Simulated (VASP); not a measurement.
Input of a VASP 6.6.1 run:

Contents of POSCAR:

```
SnSe
1.0
    0.0000000000      3.0510475958      3.0021131514
    3.0510475958      0.0000000000      3.0021131514
    3.0510475958      3.0510475958      0.0000000000
Sn Se
1 1
Direct
    0.0000000000      0.0000000000      0.0000000000
    0.5000000000      0.5000000000      0.5000000000
```

File INCAR.step1:

```
SYSTEM = SnSe
ALGO = Normal
EDIFF = 1E-4
ENCUT = 520
GGA = PE
ISMEAR = -1
LASPH = .TRUE.
LCHARG = .FALSE.
LREAL = .FALSE.
LWAVE = .TRUE.
NBANDS = 17
NELM = 100
PREC = Accurate
SIGMA = 0.02
```

The input INCAR.step2:

```
SYSTEM = SnSe
ALGO = Normal
EDIFF = 1E-6
ENCUT = 520
ISIF = 2
ISMEAR = -1
ISTART = 1
LASPH = .TRUE.
LCHARG = .FALSE.
LMIXTAU = .TRUE.
LREAL = .FALSE.
LWAVE = .FALSE.
METAGGA = R2SCAN
NBANDS = 17
NELM = 100
PREC = Accurate
SIGMA = 0.02
```

Contents of KPOINTS:

```
k-points
0
G
  8 8 8
  0 0 0
```

Potentials or basis: VASP PAW PBE potentials, release 64 (Sn_d, Se).

Run with:

```sh
$ cat potpaw_PBE.64/Sn_d/POTCAR potpaw_PBE.64/Se/POTCAR > POTCAR
$ cp INCAR.step1 INCAR
$ mpirun -np 1 vasp_std > vasp.out
$ cp INCAR.step2 INCAR
$ mpirun -np 1 vasp_std > vasp.out
```

Task: What does it give for the pressure?

Result: -1.3 GPa.

Task: What does it give for the band gap on the k mesh?

Result: 0.35 eV, direct.

Stress tensor (GPa, compression positive):
```
-1.93  0.00  0.00
 0.00 -1.93  0.00
 0.00  0.00 -0.12
```

Caveat: the PAW data sets were made with another functional, which shifts forces and pressure a little; spin-orbit coupling is left out, which moves the levels of the heavy elements. A k mesh can miss the band edges.
